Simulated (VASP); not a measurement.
SiC (Moissanite 6H), 12 atoms in the cell. It takes space group P6_3mc (No. 186, hexagonal). The conventional cell has a = 3.095 Å, b = 3.095 Å, c = 15.170 Å, α = 90.00°, β = 90.00°, γ = 120.00°. Si (site symmetry 3m) is surrounded by 4 C at 1.90 Å. Around Si (site symmetry 3m) lie 4 C at 1.90 Å. Around Si (site symmetry 3m) lie 4 C at 1.90 Å. Around C (site symmetry 3m) lie 4 Si at 1.90 Å. C (site symmetry 3m) is surrounded by 4 Si at 1.90 Å. C (site symmetry 3m) is surrounded by 4 Si at 1.90 Å. 

* Program: VASP 6.6.1
* Task: relaxation of cell and atoms
* Functional: PBEsol
* Potentials or basis: VASP PAW PBE potentials, release 64 (Si, C)
* Cutoff: 600 eV
* k mesh: 12 × 12 × 2
* Occupations: gaussian, width 0.03 eV
* Spin: no spin polarisation
* Further INCAR settings: ALGO = Normal; EDIFF = 1e-06; IBRION = 2; EDIFFG = -0.01; NSW = 90; ISIF = 3

Potentials or basis: VASP PAW PBE potentials, release 64 (Si, C).

The run is started by

```console
$ cat potpaw_PBE.64/Si/POTCAR potpaw_PBE.64/C/POTCAR > POTCAR
$ mpirun -np 4 vasp_std > vasp.out
```

Hardware: 4 MPI ranks on Intel(R) Xeon(R) Platinum 8375C CPU @ 2.90GHz (Ice Lake), on a shared host.

**Question.** How long does it take, and how much memory?

**Answer.** It took 6.2 min on 4 MPI ranks on Intel(R) Xeon(R) Platinum 8375C CPU @ 2.90GHz (Ice Lake) (shared host), peak memory 0.39 GiB a rank. Counts: scf iterations 42, k points 38, ion steps 7.
